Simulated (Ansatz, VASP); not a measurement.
## One calculation of Ir, two programs

File INCAR:

```
SYSTEM = Ir
ALGO = Normal
EDIFF = 1E-7
ENCUT = 520
GGA = PE
GGA_COMPAT = .FALSE.
ISIF = 2
ISMEAR = -1
LASPH = .TRUE.
LCHARG = .TRUE.
LMAXMIX = 4
LORBIT = 11
LORBMOM = .TRUE.
LREAL = .FALSE.
LSORBIT = .TRUE.
LVHAR = .TRUE.
LWAVE = .FALSE.
MAGMOM = 0 0 0
NBANDS = 20
NELM = 150
PREC = Accurate
SIGMA = 0.03
```

KPOINTS

```
k-points
0
G
  18 18 18
  0 0 0
```

File POSCAR:

```
Ir
1.0
    0.0000000000      1.9269646676      1.9269646676
    1.9269646676      0.0000000000      1.9269646676
    1.9269646676      1.9269646676      0.0000000000
Ir
1
Direct
    0.0000000000      0.0000000000      0.0000000000
```

Input for Ansatz:

```yaml
crystal:
  lattice:
    - [0.0, 1.9269646676, 1.9269646676]
    - [1.9269646676, 0.0, 1.9269646676]
    - [1.9269646676, 1.9269646676, 0.0]
  atoms:
    - { symbol: Ir, position: [0.0, 0.0, 0.0] }
kpoints:
  mp_grid: { grid: [18, 18, 18] }
  band_path:
    path:
      - [0.0, 0.0, 0.0]
      - [0.5, 0.0, 0.5]
      - [0.625, 0.25, 0.625]
      - [0.375, 0.375, 0.75]
      - [0.0, 0.0, 0.0]
      - [0.5, 0.5, 0.5]
      - [0.5, 0.25, 0.75]
      - [0.5, 0.0, 0.5]
    npoints: 5
scf:
  occupations: { method: fermi_dirac, width: 0.03 }
hamiltonian:
  xc: pbe
  pseudopotentials: { kind: all_electron, lapw: { basis_error: 0.0005 } }
output:
  forces: true
  stress: true
  eigenvalues: true
magnetization:
  noncollinear: true
  spin_orbit: true
```

Alike in both runs: task single point; functional PBE; k mesh 18 × 18 × 18; occupations fermi-dirac, width 0.03 eV; non-collinear spin, spin-orbit coupling.

```csv
,VASP,Ansatz
version,VASP 6.6.1,Ansatz 0.2.0
potentials or method,"VASP PAW PBE potentials, release 64 (Ir)",all-electron LAPW
plane-wave cutoff (eV),520,see its input
```

Ansatz gave:

```
pressure (GPa)           : 5.2
net moment per atom (μB) : 0.00
```

Q: What did VASP give for the same quantities?

A: Pressure (GPa): 6.3; net moment per atom (μB): 0.00.

Ansatz ran all-electron here, so the differences hold the error of VASP's frozen core and of both bases.
